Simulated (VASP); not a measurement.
## PtSe2: relaxation of the atoms with LDA

Crystal: PtSe2.

```xyz
3
Lattice="3.7240 0.0000 0.0000 -1.8620 3.2251 0.0000 0.0000 0.0000 4.6317" Properties=species:S:1:pos:R:3 pbc="T T T"
Pt    0.0000    0.0000    0.0000
Se    0.0000    2.1501    1.2655
Se    1.8620    1.0750    3.3662
```

```yaml
Program: VASP 6.6.1
Task: relaxation of the atoms
Functional: LDA
Potentials_or_basis: VASP PAW LDA potentials, release 64 (Pt, Se)
Cutoff: 520 eV
k_mesh: 10 × 10 × 8
Occupations: gaussian, width 0.05 eV
Spin: no spin polarisation
Further_INCAR_settings: ALGO = Fast; EDIFF = 1e-06; IBRION = 2; EDIFFG = -0.01; NSW = 60
```

* Energy gained by relaxing: 0.1 meV/atom
* Ionic steps: 3
* Pressure after relaxing: 3.1 GPa
* Largest force after relaxing: 0.005 eV/Å
* Band gap on the k mesh: none (metal or under the smearing width)

Forces on the atoms (eV/Å):
```
Pt   0.000  0.000  0.000
Se   0.000  0.000 -0.005
Se   0.000  0.000  0.005
```

Stress tensor (GPa, compression positive):
```
3.23 0.00 0.00
0.00 3.23 0.00
0.00 0.00 2.84
```

Step by step:
| step | energy change (eV) | largest force (eV/Å) | pressure (GPa) |
| --- | --- | --- | --- |
| 1 | 0.0000 | 0.0770 | 2.80 |
| 2 | -0.0004 | 0.0238 | 3.03 |
| 3 | -0.0004 | 0.0050 | 3.10 |

Final structure:
```
Pt Se
1.0
     3.72400    0.00000    0.00000
    -1.86200    3.22508    0.00000
     0.00000    0.00000    4.63173
Pt Se
1 2
Direct
  0.00000 0.00000 0.00000
  0.33333 0.66667 0.27211
  0.66667 0.33333 0.72789
```

Levels at points of the mesh, in eV from the Fermi level:
| k point | band 9 | band 10 | band 11 | band 12 | band 13 | band 14 |
| --- | --- | --- | --- | --- | --- | --- |
| (0.00, 0.00, 0.00) | -0.98 | -0.98 | 0.97 | 0.97 | 1.02 | 3.06 |
| (0.50, 0.00, 0.00) | -3.43 | -3.36 | -2.99 | 0.52 | 2.85 | 5.33 |
| (0.00, 0.00, 0.50) | -1.90 | -1.90 | -1.64 | 2.59 | 2.59 | 5.08 |
| (0.50, 0.00, 0.50) | -3.15 | -2.59 | -1.02 | 0.49 | 1.65 | 4.88 |

Wall time 50 s on 2 MPI ranks on Intel(R) Xeon(R) Platinum 8259CL CPU @ 2.50GHz (Skylake/Cascade Lake), on a shared host, peak memory 0.2 GiB a rank.

The run has no spin-orbit coupling, so splittings on Pt are missing.
